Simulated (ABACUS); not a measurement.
Crystal: Ir.

```
CELL_PARAMETERS angstrom
0.00000 1.91560 1.91560
1.91560 0.00000 1.91560
1.91560 1.91560 0.00000
ATOMIC_POSITIONS crystal
Ir 0.00000 0.00000 0.00000
```

Program: ABACUS 3.10.1. Alike in all runs: task single point; no spin polarisation; cell as given; smearing fermi-dirac 0.05 eV.

Problem. Order these runs on this cell by their pressure, lowest first.
A. level RPBE; potentials or basis SPMS ONCV 1.0 PBE, plane waves; k mesh 10 × 10 × 10; cutoff (eV) 925
B. level AM05; potentials or basis SG15 ONCV 1.2 PBE, plane waves; k mesh 10 × 10 × 10; cutoff (eV) 925
C. level r2SCAN; potentials or basis SG15 ONCV 1.2 PBE, plane waves; k mesh 8 × 8 × 8; cutoff (eV) 1075

Solution. B (-2.5 GPa), C (4.6 GPa), A (15.5 GPa).

Caveats: the potentials were made for another functional, which shifts forces and pressure; so large a pressure means that the cell lies far from this level's equilibrium, or that cutoff or potentials fall short (some runs).
